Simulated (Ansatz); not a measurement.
## Cd under changes of volume

One of the cells (21.585 Å³/atom); the others are scaled copies at fixed shape and fractional positions:

```
Cd
1.0
     2.97887    0.00000    0.00000
    -1.48944    2.57978    0.00000
     0.00000    0.00000    5.61765
Cd
2
Direct
  0.66667 0.33333 0.75000
  0.33333 0.66667 0.25000
```

* Program: Ansatz 0.2.0
* Functional: PBE
* Potentials or basis: PseudoDojo standard (PBE files)
* Cutoff: 1388 eV
* Density cutoff: 5551 eV
* k mesh: 10 × 10 × 5
* Occupations: fermi-dirac, width 0.05 eV
* Spin: no spin polarisation

```tsv
volume (Å³/atom)	energy over the lowest point (meV/atom)	pressure (GPa)
20.290	52.69	7.6
20.722	34.55	5.9
21.154	?	?
21.585	10.88	3.0
22.017	4.39	1.8
22.449	0.88	0.8
22.880	0.00	-0.1
```

**Question.** What does the run at 21.154 Å³/atom give?

**Answer.** Energy over the lowest point 20.78 meV/atom; pressure 4.3 GPa.

Worked out: A Birch-Murnaghan fit of order 3 (a polynomial in V^(-2/3)) to the other rows has its minimum at 22.82 Å³/atom with B0 = V·E''(V) = 46 GPa and B' = 5.8 at fixed shape and positions, which overstates the stiffness. It gives 20.78 meV/atom at 21.154 Å³/atom, against the run's 20.78, and -dE/dV = 4.4 GPa, against 4.3.

Energies are extrapolated to zero smearing.
